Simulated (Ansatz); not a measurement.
# Sc7TiN8: the cost of one run

Method: DFT PBE, scalar-relativistic, plane waves, PAW, in Ansatz 0.2.0.

**1. Starting point**

The cell holds 16 atoms (N8Sc7Ti): a = 6.448 Å, b = 6.448 Å, c = 6.448 Å, α = 60.00°, β = 60.00°, γ = 60.00°.

The sites of an ideal rock salt lattice, at a guessed lattice constant, take 7 Sc, 1 Ti; 8 N (sublattices apart by semicolons), with a shake of 0.02 Å. Warren-Cowley parameters of the first shell (negative: unlike neighbours preferred): Sc-Ti -0.14. In a cell this small the draw can fall short of the order aimed at.

As a file:

```
N Sc Ti
1.0
    -4.55935    4.55935    0.00000
    -4.55935    0.00000    4.55935
     0.00000    4.55935    4.55935
N Sc Ti
8 7 1
Cartesian
  -6.8234 6.8678 6.8365
  -4.5560 4.5657 6.8209
  -4.5406 6.8500 4.5555
  -6.8590 4.5667 4.5663
  -2.2856 4.5581 4.5720
  -4.5733 2.2523 4.5910
  -4.5764 4.5730 2.2932
  -2.2748 2.3118 2.2729
  -4.5723 9.0894 4.5953
  -6.8144 2.2721 4.5678
  -6.8052 4.5350 2.2772
  -9.1030 6.8523 6.8478
  -4.5691 2.3040 2.2695
  -2.2662 4.5632 2.3100
  -4.5505 4.5722 4.5342
  -6.8296 6.8198 4.5464
```

**2. Relaxation without symmetry, coarse mesh**

Cell and atoms move without symmetry, on a coarse mesh with loose thresholds.

Contents of input.yaml:

```yaml
crystal:
  lattice:
    - [-4.55935, 4.55935, 0.0]
    - [-4.55935, 0.0, 4.55935]
    - [0.0, 4.55935, 4.55935]
  atoms:
    - { symbol: "N", position: [0.7517141541, 0.7448540552, 0.7546022039] }
    - { symbol: "N", position: [0.2523120864, 0.7469521218, 0.7490781122] }
    - { symbol: "N", position: [0.7495718696, 0.2463219494, 0.7528321361] }
    - { symbol: "N", position: [0.7522324936, 0.7521530079, 0.2493779751] }
    - { symbol: "N", position: [0.2491223805, 0.2521720742, 0.7506085279] }
    - { symbol: "N", position: [0.2450616842, 0.757992762, 0.2489413258] }
    - { symbol: "N", position: [0.7518928572, 0.2518567251, 0.2511058107] }
    - { symbol: "N", position: [0.2537352648, 0.2452059546, 0.2533114719] }
    - { symbol: Sc, position: [0.9942627364, 0.0085729875, 0.9993137638] }
    - { symbol: Sc, position: [0.4955412681, 0.9990635878, 0.0027940794] }
    - { symbol: Sc, position: [0.993888325, 0.498686798, 0.000769753] }
    - { symbol: Sc, position: [0.9987755475, 0.997785843, 0.5041347185] }
    - { symbol: Sc, position: [0.5048614936, 0.4972864475, 0.0004711205] }
    - { symbol: Sc, position: [0.495626022, 0.0014235718, 0.5052279721] }
    - { symbol: Sc, position: [0.5032052884, 0.4948626697, 0.4996238424] }
    - { symbol: Ti, position: [0.9982816451, 0.4996542057, 0.4974995241] }
  symmetry: { detect: false }
basis:
  ecutwfc: 420
kpoints:
  mp_grid: { grid: [3, 3, 3], shift: [0.0, 0.0, 0.0] }
hamiltonian:
  xc: pbe
scf:
  occupations: { method: gaussian, width: 0.1 }
  lower_state_search: "off"
output:
  forces: true
  stress: true
  eigenvalues: true
relax:
  adjacent_minimum: "off"
  f_tol: 0.04
  max_steps: 50
  cell: { stress_tol: 0.3 }
```

Command:

```console
$ ansatz run input.yaml --threads 4 --pin off --max-ram 9216MiB --backend cpu --events-out ev --progress --plain --runs-dir out
```

Q: Estimate wall time and peak memory on 4 threads of Arm Neoverse V1, shared host.

About 50 s, with a peak of 0.77 GiB.
